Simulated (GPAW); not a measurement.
Runs of GPAW 26.7.0 on Si2Ni. The structure is cubic, space group Fm-3m (No. 225). Conventional cell: a = 5.406 Å, b = 5.406 Å, c = 5.406 Å, α = 90.00°, β = 90.00°, γ = 90.00°. Ni (site symmetry m-3m) is surrounded by 8 Si at 2.34 Å. Around Si (site symmetry -43m) lie 4 Ni at 2.34 Å. 

```tsv
task	level	potentials or basis	cell	smearing	optimizer	fmax	max steps	convergence	gap on the mesh (eV)	pressure (GPa)	moment (μB)	relaxed volume (Å³/atom)
single point	PBE	GPAW PAW data sets (gpaw-data 1.2.1), pw	as given	gaussian 0.017 eV	-	-	-	-	none	5.3	0.00	-
single point	PBE	GPAW PAW data sets (gpaw-data 1.2.1), pw	as given	gaussian 0.021 eV	-	-	-	-	none	5.3	0.00	-
relaxation of cell and atoms	RPBE+D3(BJ)	the program's PAW data sets (release 1.2.1) made for this functional, pw	relaxed	fermi-dirac 0.05 eV	BFGS	0.02 eV/Å	40	density=1e-05 forces=0.0001	none	0.0	0.00	11.81
single point	PBE	GPAW PAW data sets (gpaw-data 1.2.1), pw	as given	gaussian 0.015 eV	-	-	-	-	none	5.3	0.00	-
relaxation of cell and atoms	PBE+D3(BJ)	GPAW PAW data sets (gpaw-data 1.2.1), pw	relaxed	fermi-dirac 0.05 eV	LBFGS	0.05 eV/Å	60	density=1e-05 forces=0.0001	none	-0.5	0.00	13.17
single point	PBE	GPAW PAW data sets (gpaw-data 1.2.1), pw	as given	gaussian 0.012 eV	-	-	-	-	none	5.3	0.00	-
single point	PBE	GPAW PAW data sets (gpaw-data 1.2.1), pw	as given	gaussian 0.025 eV	-	-	-	-	none	5.3	0.00	-
relaxation of cell and atoms	PBEsol+D3(BJ)	PAW data sets generated in the run's folder for this functional, pw	relaxed	fermi-dirac 0.05 eV	LBFGS	0.02 eV/Å	100	density=1e-05 forces=0.0001	none	0.1	0.00	(a)
```

Alike in all rows: spin collinear, ferromagnetic start; k mesh 9 × 9 × 9; cutoff (eV) 600.

**Question.** Fill in the values left out.

**Answer.** (a) 12.80.

Caveats: the stock nickel data set gives pressures a few GPa off other programs; each step starts from the last one's moments, so a moment once lost doesn't come back (some runs); later steps reuse the first step's grids (some runs); pairwise dispersion overbinds metals, which lowers pressure and volume (some runs); the volume moved by -10 % from the deposited cell, more than functionals usually miss (some runs).

A k mesh can miss the band edges.

A gap of «none» marks a metal or a gap under the smearing width.

Not every run made on this cell is shown here.
